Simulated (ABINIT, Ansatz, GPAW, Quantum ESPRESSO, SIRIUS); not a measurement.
## Cost and result for the band gap of AgCl

It takes space group Fm-3m (No. 225, cubic). Conventional cell: a = 5.470 Å, b = 5.470 Å, c = 5.470 Å, α = 90.00°, β = 90.00°, γ = 90.00°. Around Ag (site symmetry m-3m) lie 6 Cl at 2.73 Å. Cl (site symmetry m-3m) is surrounded by 6 Ag at 2.73 Å.

| rung | level | program and potentials | cutoff (eV) | k mesh | task | spin | core time | chip | band gap (eV) | notes |
| --- | --- | --- | --- | --- | --- | --- | --- | --- | --- | --- |
| GGA | PBEsol | Ansatz, all-electron LAPW, scalar-relativistic | - | 6 × 6 × 6 | band structure | off | 8.6 s | Arm Neoverse V1 | 0.73 | - |
| GGA | PBEsol | ABINIT, SPMS NC PBE v1.0 | 599 | 6 × 6 × 6 | single point | off | 8.7 s | AMD EPYC 9R45 Zen 5 | 0.70 | potentials made for PBE; 13 valence electrons an atom on average |
| GGA | PBEsol | GPAW, PAW data sets generated for this functional | 600 | 8 × 8 × 8 | single point | off | 26 s | Intel Xeon Platinum 8259CL Skylake/Cascade Lake | 0.70 | 12 valence electrons an atom on average |
| GGA + U (2 eV) | PBE+U (Ag d U = 2 eV) | Quantum ESPRESSO, SSSP 1.3 efficiency PBE | 816 | 8 × 8 × 8 | single point | off | 36 s | Arm Neoverse V1 | 1.30 | 13 valence electrons an atom on average |
| GGA | PBEsol | Ansatz, all-electron LAPW, relativistic spinors | - | 6 × 6 × 6 | band structure | SOC, no magnetisation | 54 s | Arm Neoverse V1 | 0.69 | - |
| GGA | PBEsol | SIRIUS, PseudoDojo 0.4.1 PBE standard (scalar relativistic) | 1127 | 8 × 8 × 8 | single point | off | 56 s | Arm Neoverse V1 | 0.72 | potentials made for PBE; 13 valence electrons an atom on average |
| GGA | PBE | Quantum ESPRESSO, PseudoDojo 0.4.1 SR PBE standard | 1116 | 8 × 8 × 8 | band structure | off | 1.8 min | Arm Neoverse V1 | 0.91 | 13 valence electrons an atom on average |
| GGA | PBE | Quantum ESPRESSO, PseudoDojo 0.4 FR PBE standard | 1116 | 8 × 8 × 8 | band structure | SOC, no magnetisation | 8.4 min | Arm Neoverse V1 | 0.87 | 13 valence electrons an atom on average |

Times are single runs on shared hosts and different chips, so they are rough; meshes, cutoffs and the tasks' sizes weigh on the time. Gaps are the least found on the k mesh or the band path, and a mesh can miss the band edges. The cell comes from a database and isn't always the measured one. Meshes differ between rows, which moves values too. All levels ran on this one cell, unrelaxed unless noted. Meshes are those of the run's cell of 2 atoms unless a note names another. Misses use the values as printed. Runs on faulty files, with rough fits or with known faults for this quantity aren't shown.

Measured: 3.25 eV (a printed reference work).

Which of the timed runs is the cheapest that comes within 0.3 eV of the measured band gap?

None of them does; the nearest misses by -1.95 eV. LDA and GGA gaps fall short mostly because these functionals lack the derivative discontinuity; the runs are for a static lattice, while measurements hold temperature and zero-point motion.
